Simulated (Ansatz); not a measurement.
Ni, 1 atom in the cell. Symmetry: Fm-3m, No. 225, cubic system. Conventional cell: a = 3.475 Å, b = 3.475 Å, c = 3.475 Å, α = 90.00°, β = 90.00°, γ = 90.00°. Around Ni (site symmetry m-3m) lie 12 Ni at 2.46 Å. 

```yaml
Program: Ansatz 0.2.0
Task: band structure
Functional: revPBE
Potentials_or_basis: all-electron LAPW, scalar-relativistic
Cutoff: 320 eV (chosen from the basis error)
Basis_error_allowed: 0.001 eV/atom
k_mesh: 13 × 13 × 13
Occupations: fermi-dirac, width 0.05 eV
Spin: collinear spin, ferromagnetic start
Starting_moments: "[1.0] μB"
```

Potentials or basis: all-electron LAPW, scalar-relativistic.

Launch:

```bash
$ ansatz run input.yaml --threads 2 --pin off --max-ram 6144MiB --backend cpu --events-out ev --progress --plain --runs-dir out
```

Hardware: 2 threads of Arm Neoverse V2, with other jobs on the host.

Task: How long does it take, and how much memory?

Result: Run time: 9.3 s on 2 threads of Arm Neoverse V2, on a shared host, peak memory 0.35 GiB. Counts: scf iterations 8, plane waves 137, k points 84, bands 14.
